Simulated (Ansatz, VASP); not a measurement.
**One calculation of KF, two programs**

```
K F
1.0
     0.00000    2.77608    2.77608
     2.77608    0.00000    2.77608
     2.77608    2.77608    0.00000
K F
1 1
Direct
  0.00000 0.00000 0.00000
  0.50000 0.50000 0.50000
```

Alike in both runs: task single point; functional PBE; k mesh 8 × 8 × 8; occupations gaussian, width 0.02 eV; no spin polarisation.

|  | VASP | Ansatz |
| --- | --- | --- |
| version | VASP 6.6.1 | Ansatz 0.2.0 |
| potentials or method | VASP PAW PBE potentials, release 64 (K_sv, F) | scalar-relativistic, plane waves, PAW |
| plane-wave cutoff (eV) | 520 | 420 |
| valence electrons in the cell | 16 | 16 |

Ansatz gave:

| Property | Result |
| --- | --- |
| gap on the k mesh at the Fermi level (eV) | 5.62 |
| least direct gap on the mesh (eV) | 5.62 |
| pressure (GPa) | -1.8 |

Which values does VASP return?

gap on the k mesh at the Fermi level (eV): 5.60; least direct gap on the mesh (eV): 5.60; pressure (GPa): -1.8.

With one functional, cell and mesh, what is left measures potentials, basis and numerics.

A k mesh can miss the band edges.
